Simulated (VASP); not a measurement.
**VASP inputs for SnSe (strained rocksalt)**

INCAR

```
LCHARG = .FALSE.
LWAVE = .FALSE.
ISIF = 2
NBANDS = 17
IBRION = -1
ALGO = Normal
SIGMA = 0.02
METAGGA = R2SCAN
LASPH = .TRUE.
ENCUT = 520
NELM = 120
NSW = 0
PREC = Accurate
EDIFF = 1E-7
LREAL = .FALSE.
ISMEAR = -1
```

KPOINTS

```
KPOINTS created by Atomic Simulation Environment
0
Gamma
8 8 8
0 0 0
```

KPOINTS_OPT

```
special points
9
Reciprocal
0.0000000000 0.0000000000 0.0000000000 1
0.5000000000 0.0000000000 0.5000000000 1
0.6250000000 0.2500000000 0.6250000000 1
0.3750000000 0.3750000000 0.7500000000 1
0.5000000000 0.5000000000 0.5000000000 1
0.5000000000 0.2500000000 0.7500000000 1
0.5000000000 0.4750000000 0.5250000000 1
-0.0397140000 0.0123700000 0.4813640000 1
-0.0517580000 -0.0349120000 0.4791670000 1
```

POSCAR

```
Sn Se
 1.0000000000000000
     0.0000000000000000    3.0510475958000001    3.0021131514000001
     3.0510475958000001    0.0000000000000000    3.0021131514000001
     3.0510475958000001    3.0510475958000001    0.0000000000000000
 Sn  Se
   1   1
Cartesian
  0.0000000000000000  0.0000000000000000  0.0000000000000000
  3.0510475958000001  3.0510475958000001  3.0021131513999997
```

VASP ran with the recommended PBE PAW datasets (20 valence electrons in the cell).

What does this run give?

gap between bands v and c 0.10 eV; least direct gap 0.10 eV; pressure -1.3 GPa.

Band v is the last that the valence electrons fill when counted band by band, and c is the next. Levels in eV from the top of v:

```tsv
point	v−1	v	c	c+1
Γ	-2.55	-2.55	4.09	4.09
X	-4.10	-3.92	3.17	5.10
K	-3.57	-2.84	3.16	3.46
L	-2.33	-0.03	0.32	1.07
W	-5.06	-1.21	1.35	4.72
```
